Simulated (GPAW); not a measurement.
CdS (Greenockite):

```
Cd S
1.0
     4.15000    0.00000    0.00000
    -2.07500    3.59401    0.00000
     0.00000    0.00000    6.73700
Cd S
2 2
Cartesian
  2.0750 1.1980 3.3685
  0.0000 2.3960 0.0000
  2.0750 1.1980 5.8949
  0.0000 2.3960 2.5264
```

Program: GPAW 26.7.0. Alike in all runs: no spin polarisation; cell as given; k mesh 6 × 6 × 3.

Task: Order these runs on this cell by their band gap on the k mesh, lowest first.
A. level LDA; potentials or basis the program's PAW data sets (release 1.2.1) made for this functional, pw; cutoff (eV) 500; smearing fermi-dirac 0.05 eV; maxiter 120
B. level AM05; potentials or basis PAW data sets generated in the run's folder for this functional, pw; cutoff (eV) 450; smearing fermi-dirac 0.001 eV; response ecut 80 eV; maxiter 150; response k mesh 9 × 9 × 5; response bands 58; kernels ["RPA"]
C. level RPBE; potentials or basis the program's PAW data sets (release 1.2.1) made for this functional, pw; cutoff (eV) 450; smearing fermi-dirac 0.001 eV; response ecut 80 eV; maxiter 150; response k mesh 9 × 9 × 5; response bands 58; kernels ["RPA"]

Result: A (0.89 eV), B (1.16 eV), C (1.36 eV).

Caveats: the long-wavelength limit can be off by several per cent where d states take part (some runs); an odd mesh through Γ misses points on the zone boundary, where band edges often lie (some runs).

Runs at the PBE level aren't shown here.
